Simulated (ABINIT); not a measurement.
Runs of ABINIT 10.8.3 (patched build) on PtS2. Symmetry: P-3m1, No. 164, trigonal system. The conventional cell has a = 3.543 Å, b = 3.543 Å, c = 5.039 Å, α = 90.00°, β = 90.00°, γ = 120.00°. Pt (site symmetry -3m) has 6 S at 2.34 Å as nearest neighbours. Around S (site symmetry 3m) lie 3 Pt at 2.34 Å. 

| level | potentials or basis | k mesh | cutoff (eV) | smearing | most SCF steps | fine-grid cutoff | gap on the mesh (eV) | pressure (GPa) | largest force (eV/Å) |
| --- | --- | --- | --- | --- | --- | --- | --- | --- | --- |
| HSE06 | SPMS NC PBE v1.0 | 6 × 6 × 4 | 490 | fixed | 60 | - | 1.70 | 7.2 | (b) |
| PBEsol | JTH PAW PBE v2.0 | 9 × 9 × 5 | 544 | fermi-dirac 0.05 eV | - | 1088.46 eV | 0.92 | (a) | 1.08 |
| PBEsol | PseudoDojo NC SR PBEsol v0.4 stringent | 9 × 9 × 5 | 1143 | fermi-dirac 0.05 eV | - | - | 0.95 | 6.2 | 0.94 |
| PBEsol | PseudoDojo NC SR PBEsol v0.4.1 standard | 9 × 9 × 5 | 1143 | fermi-dirac 0.05 eV | - | - | 0.95 | 6.2 | 0.94 |

Alike in all rows: task single point; no spin polarisation; cell as given.

Question: Fill in the values left out.

Answer: (a) 7.3; (b) 1.00.

Caveats: spin-orbit coupling is left out, which moves the levels of the heavy elements; an odd mesh through Γ misses points on the zone boundary, where band edges often lie (some runs); Libxc's HSE differs a little from that of other programs (some runs); the potentials were made for another functional, which shifts forces and pressure (some runs); the PAW data sets were made with another functional, which shifts forces and pressure a little (some runs).

A k mesh can miss the band edges, and the runs leave out spin-orbit coupling on Pt.

The runs don't all hold the same shells in valence.

Runs at the PBE level aren't shown here.
